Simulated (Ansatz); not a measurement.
# GaN: the cost of one run

Computed with Ansatz 0.2.0 (DFT PBE, scalar-relativistic, plane waves, PAW, unless a step's input says otherwise).

The COD entry's cell or inner coordinates are ideal or old and differ from later refinements, so a difference from it is no clean test against experiment.

2 further runs of the same task are left out: 1 that didn't finish, 1 set aside as unsound or not needed.

## 1. The structure to begin with

It takes space group P6_3mc (No. 186, hexagonal). The conventional cell has a = 3.218 Å, b = 3.218 Å, c = 5.243 Å, α = 90.00°, β = 90.00°, γ = 120.00°. Ga (site symmetry 3m) has 4 N at 1.97 to 1.98 Å as nearest neighbours. N (site symmetry 3m) is surrounded by 4 Ga at 1.97 to 1.98 Å.

As a file:

```
CELL_PARAMETERS angstrom
3.21839 0.00000 0.00000
-1.60919 2.78720 0.00000
0.00000 0.00000 5.24323
ATOMIC_POSITIONS crystal
Ga 0.33333 0.66667 0.99914
Ga 0.66667 0.33333 0.49914
N 0.33333 0.66667 0.37586
N 0.66667 0.33333 0.87586
```

It is the result of an earlier relaxation at this level (volume 11.76 Å³/atom; gap on the mesh: 1.71 eV).

## 2. Dielectric function

input.yaml

```yaml
crystal:
  lattice:
    - [3.2183866919, 0.0, 0.0]
    - [-1.609193346, 2.7872046344, 0.0]
    - [0.0, 0.0, 5.2432255877]
  atoms:
    - { symbol: Ga, position: [0.3333333333, 0.6666666667, -0.0008633682] }
    - { symbol: Ga, position: [0.6666666667, 0.3333333333, 0.4991366318] }
    - { symbol: "N", position: [0.3333333333, 0.6666666667, 0.3758633682] }
    - { symbol: "N", position: [0.6666666667, 0.3333333333, 0.8758633682] }
basis:
  ecutwfc: 420
kpoints:
  mp_grid: { grid: [12, 12, 6] }
hamiltonian:
  xc: pbe
scf:
  occupations: { method: gaussian, width: 0.01 }
  n_extra_bands: 16
output:
  eigenvalues: true
  optics: { e_range: [0, 14], sigma: 0.1, nscf_kmesh: { grid: [18, 18, 8] } }
checkpoint:
  read: start.run
  write: ck
  compress: false
  write_wavefunctions: false
  write_every: 100000
```

The run is started by

```console
$ ansatz run input.yaml --threads 1 --pin off --max-ram 3072MiB --backend cpu --events-out ev --progress --plain --runs-dir out
```

What time and memory should one allow on 1 thread of AMD EPYC 9R45 (Zen 5), shared host?

About 52 s, with a peak of 1.4 GiB.
